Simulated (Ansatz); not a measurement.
# BAs: the cost of one run

Program: Ansatz 0.2.0. Level of theory: DFT r2SCAN, scalar-relativistic, plane waves, PAW. These are calculated values, not measurements.

1 further run of the same task is left out (set aside as unsound or not needed). Runs told in other sessions of the task aren't counted.

**1. The system as given**

Symmetry: F-43m, No. 216, cubic system. Conventional cell: a = 4.784 Å, b = 4.784 Å, c = 4.784 Å, α = 90.00°, β = 90.00°, γ = 90.00°. Around B (site symmetry -43m) lie 4 As at 2.07 Å. As (site symmetry -43m) has 4 B at 2.07 Å in its first shell of neighbours.

As a file:

```
B As
1.0
     0.00000    2.39192    2.39192
     2.39192    0.00000    2.39192
     2.39192    2.39192    0.00000
B As
1 1
Direct
  0.00000 0.00000 0.00000
  0.75000 0.75000 0.75000
```

It is the result of an earlier relaxation at this level (volume 13.68 Å³/atom; gap on the mesh: 1.37 eV).

**2. The reference cell**

The reference gives a free energy of -5021.3417 eV, pressure 0.00 GPa, largest force 0.000 eV/Å and gap on the mesh 1.37 eV. It was computed beforehand with the settings of the runs below.

**3. The scan: a strain scan**

The cell is strained by ε times the Voigt pattern (0, 1, 0, 0, 0, 0) (xx, yy, zz, yz, xz, xy; engineering shear), with fractional coordinates fixed (clamped ions). The stress on the pattern is the sum of the stress components weighted by it, tension positive.

**4. ε = -0.0400**

Contents of input.yaml:

```yaml
crystal:
  lattice:
    - [0.0, 2.296240509, 2.3919171969]
    - [2.3919171969, 0.0, 2.3919171969]
    - [2.3919171969, 2.296240509, 0.0]
  atoms:
    - { symbol: B, position: [0.0, 0.0, 0.0] }
    - { symbol: As, position: [0.75, 0.75, 0.75] }
basis:
  ecutwfc: 500
kpoints:
  mp_grid: { grid: [10, 10, 10] }
hamiltonian:
  xc: r2scan
scf:
  occupations: { method: gaussian, width: 0.05 }
output:
  forces: true
  stress: true
  eigenvalues: true
```

Launch:

```bash
$ ansatz run input.yaml --threads 1 --pin off --max-ram 2560MiB --backend cpu --events-out ev --progress --plain --runs-dir out
```

What time and memory should one allow on 1 thread of Intel Xeon at 2.50GHz (Skylake/Cascade Lake), shared host?

About 14 s, with a peak of 0.44 GiB.
